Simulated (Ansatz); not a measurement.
## ZnO (zincite): band structure with PBEsol

**What was measured.**

“Electronic structure of alkaline earth and post-transition metal oxides”, 2009, arxiv:0908.1581 quotes, for a bulk crystal of ZnO: band gap 3.37 eV.

The system is ZnO (zincite).

```
CELL_PARAMETERS angstrom
3.24931 0.00000 0.00000
-1.62465 2.81398 0.00000
0.00000 0.00000 5.20571
ATOMIC_POSITIONS crystal
Zn 0.66667 0.33333 0.00000
Zn 0.33333 0.66667 0.50000
O 0.33333 0.66667 0.87901
O 0.66667 0.33333 0.37901
```

```yaml
Program: Ansatz 0.2.0
Task: band structure
Functional: PBEsol
Potentials_or_basis: all-electron LAPW, scalar-relativistic
Cutoff: 397 eV (chosen from the basis error)
Basis_error_allowed: 0.002 eV/atom
k_mesh: 9 × 9 × 5
Occupations: fermi-dirac, width 0.05 eV
Spin: no spin polarisation
```

The pressure is -1.5 GPa, the largest force is 0.062 eV/Å and the band gap on the k mesh is 0.72 eV, direct. The band gap along the path is 0.72 eV, direct.

Forces in eV/Å, atoms in the order of the input:
```
Zn   0.000  0.000 -0.062
Zn   0.000  0.000 -0.062
O    0.000  0.000  0.062
O    0.000  0.000  0.062
```

Stress tensor (GPa, compression positive):
```
-2.07  0.00  0.00
 0.00 -2.07  0.00
 0.00  0.00 -0.42
```

Levels at the corners of the path, in eV from the valence-band top:
```
point  band 26  band 27  band 28  band 29  band 30  band 31
    Γ    -0.07     0.00     0.00     0.72     5.14     8.16
    M    -2.29    -1.30    -0.83     5.71     6.73     7.50
    K    -1.93    -1.93    -1.72     7.54     7.64     7.64
    Γ    -0.07     0.00     0.00     0.72     5.14     8.16
    A    -0.40    -0.40    -0.40     3.40     3.40    10.01
    L    -1.51    -1.36    -1.36     5.61     5.61     8.36
    H    -2.71    -1.23    -1.23     7.87     7.87     7.94
    A    -0.40    -0.40    -0.40     3.40     3.40    10.01
```

Wall time 44 s on 2 threads of Intel(R) Xeon(R) Processor @ 2.50GHz (Skylake/Cascade Lake) (shared host), peak memory 0.42 GiB.

A measured gap of ZnO is 3.37 eV (quoted in “Electronic structure of alkaline earth and post-transition metal oxides”, 2009, arxiv:0908.1581); the calculated 0.72 eV misses it by -2.65 eV. So large a miss can be the level of theory's own, or it may mean another phase, state or a wrong row. The value is that of PBEsol, without temperature or zero-point motion. Semilocal functionals fall short of measured gaps as a rule.
